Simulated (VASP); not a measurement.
Te: single point with HSE06

The system is Te.

```xyz
3
Lattice="4.4572 0.0000 0.0000 -2.2286 3.8600 0.0000 0.0000 0.0000 5.9290" Properties=species:S:1:pos:R:3 pbc="T T T"
Te    1.1736    0.0000    1.9763
Te   -0.5868    1.0164    3.9527
Te    1.6418    2.8437    0.0000
```

```
Program                            : VASP 6.6.1
Task                               : single point
Functional                         : HSE06
Potentials or basis                : VASP PAW PBE potentials, release 64 (Te)
Cutoff                             : 300 eV
k mesh                             : 6 × 6 × 4
Occupations                        : gaussian, width 0.01 eV
Spin                               : non-collinear spin, zero start, spin-orbit coupling
Starting moments                   : [[0.0, 0.0, 0.0], [0.0, 0.0, 0.0], [0.0, 0.0, 0.0]] μB
Grid for exact exchange (PRECFOCK) : Fast
Screening parameter                : 0.2 1/A
Further INCAR settings             : ALGO = Normal; EDIFF = 1e-06
```

The pressure is 0.1 GPa. The largest force is 0.122 eV/Å and the net moment is 0.00 μB per cell. The valence electrons inside the program's atomic spheres are Te 3.37.

Forces in eV/Å, atoms in the order of the input:
```
Te  -0.122  0.000  0.000
Te   0.061 -0.106  0.000
Te   0.061  0.106  0.000
```

Stress tensor (GPa, compression positive):
```
 0.31  0.00  0.00
 0.00  0.31  0.00
 0.00  0.00 -0.37
```

Moments on the atoms (μB; x, y, z):
```
Te  0.00 0.00 0.00
Te  0.00 0.00 0.00
Te  0.00 0.00 0.00
```

It took 91 min on 1 thread of Intel(R) Xeon(R) Platinum 8488C (Sapphire Rapids) (shared host), peak memory 0.42 GiB.

Caveat: the PAW data sets were made with another functional, which shifts forces and pressure a little.
